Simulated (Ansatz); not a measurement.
# NiO: the cost of one run

Computed with Ansatz 0.2.0 (DFT PBE, scalar-relativistic, plane waves, PAW, unless a step's input says otherwise).

2 further runs of the same task are left out: 2 set aside as unsound or not needed.

## Step 1: The starting structure

It takes space group Fm-3m (No. 225, cubic). Conventional cell: a = 4.216 Å, b = 4.216 Å, c = 4.216 Å, α = 90.00°, β = 90.00°, γ = 90.00°. Ni (site symmetry m-3m) has 6 O at 2.11 Å in its first shell of neighbours. O (site symmetry m-3m) is surrounded by 6 Ni at 2.11 Å.

Structure file:

```
Ni O
1.0
     0.00000    2.10818    2.10818
     2.10818    0.00000    2.10818
     2.10818    2.10818    0.00000
Ni O
1 1
Direct
  0.00000 0.00000 0.00000
  0.50000 0.50000 0.50000
```

It is the result of an earlier relaxation at this level (volume 9.37 Å³/atom; gap on the mesh: none (metal), site moments up to 1.5 μB).

## Step 2: The cluster of 10 host atoms, cut as a sphere about bond, shaken

The cluster is cut from the relaxed crystal and set in a periodic box with vacuum round it. Its excess energy counts from the bulk, -3202.8385 eV an atom.

The cell holds 5 Ni, 5 O: a = 12.700 Å, b = 10.900 Å, c = 13.300 Å, α = 90.00°, β = 90.00°, γ = 90.00°.

## Step 3: Relaxing it

The input, input.yaml:

```yaml
crystal:
  lattice:
    - [12.7, 0.0, 0.0]
    - [0.0, 10.9, 0.0]
    - [0.0, 0.0, 13.3]
  atoms:
    - { symbol: Ni, position: [0.4918443265, 0.6001696343, 0.4986142184], spin: 1.6 }
    - { symbol: O, position: [0.3340683083, 0.5867442433, 0.4991820363], spin: 0.4 }
    - { symbol: O, position: [0.669021854, 0.5920878312, 0.5025322425], spin: 0.4 }
    - { symbol: Ni, position: [0.5030241233, 0.4072138764, 0.3409752136], spin: 1.6 }
    - { symbol: Ni, position: [0.4989830343, 0.413490243, 0.6585137897], spin: 1.6 }
    - { symbol: O, position: [0.4961615537, 0.6011606932, 0.3437664762], spin: 0.4 }
    - { symbol: O, position: [0.5025556059, 0.5934357738, 0.6573482777], spin: 0.4 }
    - { symbol: Ni, position: [0.3350735353, 0.407986493, 0.5018824616], spin: 1.6 }
    - { symbol: Ni, position: [0.669129362, 0.3973374562, 0.5002856786], spin: 1.6 }
    - { symbol: O, position: [0.5003861028, 0.3975527758, 0.5046235242], spin: 0.4 }
basis:
  ecutwfc: 420
kpoints:
  mp_grid: { grid: [1, 1, 1] }
hamiltonian:
  xc: pbe
scf:
  occupations: { method: gaussian, width: 0.05 }
output:
  forces: true
  eigenvalues: true
  populations: true
  write_density: true
  write_potential: true
  elf: true
  volumetric_format: npy
magnetization:
  spin_polarized: true
relax:
  adjacent_minimum: "off"
  f_tol: 0.03
  max_steps: 40
```

On the command line:

```sh
> ansatz run input.yaml --threads 4 --pin off --max-ram 11264MiB --backend cpu --events-out ev --progress --plain --runs-dir out
```

Q: Estimate wall time and peak memory on 4 threads of AMD EPYC 9R45 (Zen 5), shared host.

About 98 s, with a peak of 1.7 GiB.
